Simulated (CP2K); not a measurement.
The system is Be.

```xyz
1
Lattice="2.1705 0.0000 0.0000 -0.7235 2.0463 0.0000 -0.7235 -1.0232 1.7722" Properties=species:S:1:pos:R:3 pbc="T T T"
Be    0.0000    0.0000    0.0000
```

This isn't the form of Be at room conditions, which is hcp.

Base run:

* Program: CP2K 2026.2
* Functional: PBE
* Potentials or basis: POTENTIAL_UZH Be GTH-PBE-q4; TZVP-MOLOPT-PBE-GTH basis
* Density cutoff: 11565 eV
* k mesh: 15 × 15 × 15
* Occupations: gaussian, width 0.05 eV
* Spin: no spin polarisation

Its results: band gap on the k mesh none (metal or under the smearing width); pressure -0.1 GPa.

Task: The run is repeated on the same cell with these changes: functional from PBE to PBEsol; occupations from gaussian, width 0.05 eV to gaussian, width 0.1 eV. What comes out?

Result: Band gap on the k mesh none (metal or under the smearing width); pressure -1.5 GPa.

Caveats: the basis of atomic orbitals isn't converged, which shifts pressures, moduli and gaps; the potentials were made for another functional, which shifts forces and pressure (some runs).
